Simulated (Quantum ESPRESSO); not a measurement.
# Sn under changes of volume

One of the cells (33.803 Å³/atom); the others are scaled copies at fixed shape and fractional positions:

```
Sn
1.0
     0.00000    3.23334    3.23334
     3.23334    0.00000    3.23334
     3.23334    3.23334    0.00000
Sn
2
Direct
  0.75000 0.75000 0.75000
  0.50000 0.50000 0.50000
```

This isn't the form of Sn at room conditions, which is tetragonal (white tin).

* Program: Quantum ESPRESSO 7.5
* Functional: vdW-DF3-opt1
* Potentials or basis: PseudoDojo 0.4.1 SR PBE standard
* Cutoff: 980 eV
* Density cutoff: 3918 eV
* k mesh: 7 × 7 × 7
* Occupations: fermi-dirac, width 0.05 eV
* Spin: no spin polarisation

```csv
volume (Å³/atom),energy over the lowest point (meV/atom),pressure (GPa)
31.775,?,?
32.451,38.58,4.5
33.127,22.30,3.3
33.803,10.82,2.2
34.479,3.61,1.3
35.155,0.15,0.4
35.831,0.00,-0.3
```

What does the run at 31.775 Å³/atom give?

Energy over the lowest point 60.22 meV/atom; pressure 5.8 GPa.

Worked out: A Birch-Murnaghan fit of order 3 (a polynomial in V^(-2/3)) to the other rows has its minimum at 35.52 Å³/atom with B0 = V·E''(V) = 39 GPa and B' = 5.6. It gives 60.33 meV/atom at 31.775 Å³/atom, against the run's 60.22, and -dE/dV = 5.9 GPa, against 5.8.

Energies are extrapolated to zero smearing.

Caveats: the potentials were made for another functional, which shifts forces and pressure.
